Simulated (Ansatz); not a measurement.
Crystal: Ga, diamond type, 2 atoms in the cell.

Level of theory: r²SCAN, plane waves, PAW datasets (generated hard set) (Ansatz).

Cutoff 700 eV; k-mesh 10×10×10 Γ-centred; Fermi–Dirac smearing of 0.1 eV; no spin polarisation.

The fit to the energies gives V₀ = 24.094 Å³/atom (a₀ = 5.777 Å), B₀ = 44.0 GPa, B₀′ = 4.63.

(1) What pressure does the program print at V = 23.397 Å³/atom, and how far above the lowest computed point (V = 24.159 Å³/atom) does the energy lie?

Results:

(1) 1.38 GPa and 2.90 meV/atom. All points:

| V (Å³/atom) | a (Å) | E − E(min) (meV/atom) | P (GPa) |
| --- | --- | --- | --- |
| 23.397 | 5.7202 | 2.90 | 1.38 |
| 24.159 | 5.7817 | 0.00 | -0.12 |
| 24.922 | 5.8420 | 3.63 | -1.37 |
| 25.685 | 5.9010 | 12.76 | -2.43 |
| 26.448 | 5.9588 | 26.46 | -3.30 |

The stress includes the program's correction for the finite plane-wave basis.

This cubic structure is a model: it isn't the usual form of the substance at ambient conditions, and such phases are metastable or hypothetical. Potentials made with PBE were used with another functional.
